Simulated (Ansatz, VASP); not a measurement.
## Two plane-wave programs on MgS (Niningerite)

File INCAR:

```
PREC = Accurate ; ENCUT = 600
EDIFF = 1E-7 ; ISMEAR = 0
SIGMA = 0.01 ; LREAL = F
LASPH = T ; NELM = 80
ALGO = Normal ; ISIF = 3
LWAVE = F ; LCHARG = F
GGA = PE ; IBRION = 2
NSW = 80 ; EDIFFG = -0.01
```

KPOINTS

```
Automatic mesh
0
Gamma
  7 7 7
```

POSCAR

```
MgS
1.0
    0.0000000000      2.6016500000      2.6016500000
    2.6016500000      0.0000000000      2.6016500000
    2.6016500000      2.6016500000      0.0000000000
Mg S
1 1
Direct
    0.0000000000      0.0000000000      0.0000000000
    0.5000000000      0.5000000000      0.5000000000
```

Input for Ansatz:

```yaml
crystal:
  lattice:
    - [0.0, 2.60165, 2.60165]
    - [2.60165, 0.0, 2.60165]
    - [2.60165, 2.60165, 0.0]
  atoms:
    - { symbol: Mg, position: [0.0, 0.0, 0.0] }
    - { symbol: S, position: [0.5, 0.5, 0.5] }
basis:
  ecutwfc: 489.804952427784
kpoints:
  mp_grid:
    grid: [7, 7, 7]
hamiltonian:
  xc: pbe
  pseudopotentials:
    kind: paw
scf:
  occupations:
    method: fixed
relax:
  cell: {}
```

Alike in both runs: task relaxation of cell and atoms; functional PBE; k mesh 7 × 7 × 7; no spin polarisation.

|  | VASP | Ansatz |
| --- | --- | --- |
| version | VASP 6.6.1 | Ansatz 0.2.0 |
| potentials or method | VASP PAW PBE potentials, release 64 (Mg, S) | plane waves, PAW |
| plane-wave cutoff (eV) | 600 | 490 |
| occupations | gaussian, width 0.01 eV | fixed |
| valence electrons in the cell | 8 | 16 |

Ansatz gave:

```
relaxed volume (Å³/atom)                                     : 17.88
relaxed cell length with the largest relative difference (Å) : 3.698
```

Problem. Estimate VASP's values.

Solution. Relaxed volume (Å³/atom): 17.82; relaxed cell length with the largest relative difference (Å): 3.694.

The two sets of potentials don't hold the same shells in valence.

 Zero-point motion and thermal expansion aren't in these numbers. A k mesh can miss the band edges.
